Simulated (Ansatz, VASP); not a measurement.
# Two plane-wave programs on Pt

```
Pt
1.0
     1.94909    1.12531    1.29596
    -1.94909    1.12531    1.29596
     0.00000   -2.25061    1.29596
Pt
1
Direct
  0.50000 0.50000 0.50000
```

Alike in both runs: task relaxation of cell and atoms; functional PBEsol; k mesh 21 × 21 × 21; occupations gaussian, width 0.1 eV; no spin polarisation.

|  | VASP | Ansatz |
| --- | --- | --- |
| version | VASP 6.6.1 | Ansatz 0.2.0 |
| potentials or method | VASP PAW PBE potentials, release 64 (Pt) | scalar-relativistic, plane waves, PAW |
| plane-wave cutoff (eV) | 600 | 420 |
| valence electrons in the cell | 10 | 18 |

```csv
,VASP,Ansatz,Ansatz less VASP
"gap on the k mesh at the Fermi level, each at its own relaxed structure (eV)",none,none,-
relaxed volume (Å³/atom),17.29,17.31,+0.024
relaxed cell length with the largest relative difference (Å),2.586,2.587,+0.0012
energy change over the relaxation (meV/atom),-15,-15,-0.1
```

A gap of «none» marks a metal or a gap that the smearing closes. The two sets of potentials don't hold the same shells in valence.

Caveats: the PAW data sets were made with another functional, which shifts forces and pressure a little (VASP). The runs have no spin-orbit coupling, so splittings on Pt are missing.
